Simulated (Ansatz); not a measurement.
BaS in the wurtzite structure (no longer in that coordination), relaxed with r2SCAN in the plane-wave code Ansatz. Space group P6_3/mmc (No. 194), hexagonal; a = 5.382 Å, c = 6.383 Å in the conventional setting, 40.03 Å³ an atom. Ba has 5 S at 3.11–3.19 Å; S has 5 Ba at 3.11–3.19 Å. The cell started from the wurtzite prototype, but the relaxation took it to the higher symmetry P6_3/mmc (No. 194), so the name no longer describes it.

The axes x, y and z are those of this cell:
```
CELL_PARAMETERS angstrom
5.38186 0.00000 0.00000
-2.69093 4.66082 0.00000
0.00000 0.00000 6.38332
ATOMIC_POSITIONS crystal
Ba 0.33333 0.66667 0.93750
Ba 0.66667 0.33333 0.43750
S 0.33333 0.66667 0.43750
S 0.66667 0.33333 0.93750
```

Unstrained: With PBE the valence top lies at Γ and the conduction bottom at K, 2.560 eV higher; the smallest vertical gap, at K, is 2.669 eV. r2SCAN gives an indirect gap of 2.904 eV, from Γ to K; the least direct gap is 3.017 eV at K. With HSE06 the valence top lies at Γ and the conduction bottom at K, 3.484 eV higher; the smallest vertical gap, at K, is 3.605 eV. Meshes: PBE 6×6×4, r2SCAN 6×6×4, HSE06 6×6×4. Strains are changes of length per length. After each strain the atoms were relaxed again with r2SCAN in this cell and within any symmetry left, so distortions that break it or need a larger cell weren't tested; points keep the names that they have in the unstrained zone. The cell comes from a prototype generator: it can be a known phase or a hypothetical one. Spin polarisation is off.

(1) Estimate what uniaxial +5.8 % along z, other directions held does to the gap.

(2) Estimate what isotropic +5.85 % on every length does to the gap.

## Answers

(1) PBE: the gap goes from 2.560 to 2.667 eV (+0.108 eV). r2SCAN: the gap goes from 2.904 to 3.006 eV (+0.102 eV). HSE06: the gap goes from 3.484 to 3.574 eV (+0.091 eV). The r2SCAN energy rises by 29.0 meV an atom.

(2) PBE: the gap goes from 2.560 to 2.474 eV (-0.086 eV); it turns from indirect (Γ → K) to direct (Γ). r2SCAN: the gap goes from 2.904 to 2.818 eV (-0.086 eV); it turns from indirect (Γ → K) to direct (Γ). The r2SCAN energy rises by 110.3 meV an atom.

Spin-orbit coupling is left out.

The meshes of the hybrids are coarse, so their gaps aren't converged to the digits shown.
